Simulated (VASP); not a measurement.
VASP inputs for MgO (rocksalt)

INCAR

```
LREAL = .FALSE.
LELF = .TRUE.
LASPH = .TRUE.
METAGGA = R2SCAN
NBANDS = 11
NSW = 0
LWAVE = .FALSE.
ISIF = 2
IBRION = -1
EDIFF = 1E-7
SIGMA = 0.01
NELM = 120
ALGO = Normal
ENCUT = 520
LCHARG = .TRUE.
ISMEAR = 0
PREC = Accurate
```

KPOINTS

```
KPOINTS created by Atomic Simulation Environment
0
Gamma
10 10 10
0 0 0
```

KPOINTS_OPT

```
special points
6
Reciprocal
0.0000000000 0.0000000000 0.0000000000 1
0.5000000000 0.0000000000 0.5000000000 1
0.6250000000 0.2500000000 0.6250000000 1
0.3750000000 0.3750000000 0.7500000000 1
0.5000000000 0.5000000000 0.5000000000 1
0.5000000000 0.2500000000 0.7500000000 1
```

POSCAR

```
Mg O
 1.0000000000000000
     0.0000000000000000    2.1021674154571510    2.1021674154571510
     2.1021674154571510   -0.0000000000000000    2.1021674154571510
     2.1021674154571510    2.1021674154571510    0.0000000000000000
 Mg  O
   1   1
Cartesian
  0.0000000000000000  0.0000000000000000 -0.0000000000000000
  2.1021674154571510  2.1021674154571510  2.1021674154571510
```

VASP ran with the recommended PBE PAW datasets (8 valence electrons in the cell).

**Question.** Estimate the main results of this run.

**Answer.** gap between bands v and c 5.66 eV; least direct gap 5.66 eV; pressure -1.1 GPa.

Band v is the last that the valence electrons fill when counted band by band, and c is the next. Levels in eV from the top of v:

| point | v−1 | v | c | c+1 |
| --- | --- | --- | --- | --- |
| Γ | 0.00 | 0.00 | 5.66 | 16.87 |
| X | -1.38 | -1.38 | 10.04 | 11.12 |
| K | -2.72 | -1.18 | 11.08 | 12.99 |
| L | -0.68 | -0.68 | 8.84 | 13.87 |
| W | -2.98 | -1.79 | 12.73 | 12.73 |
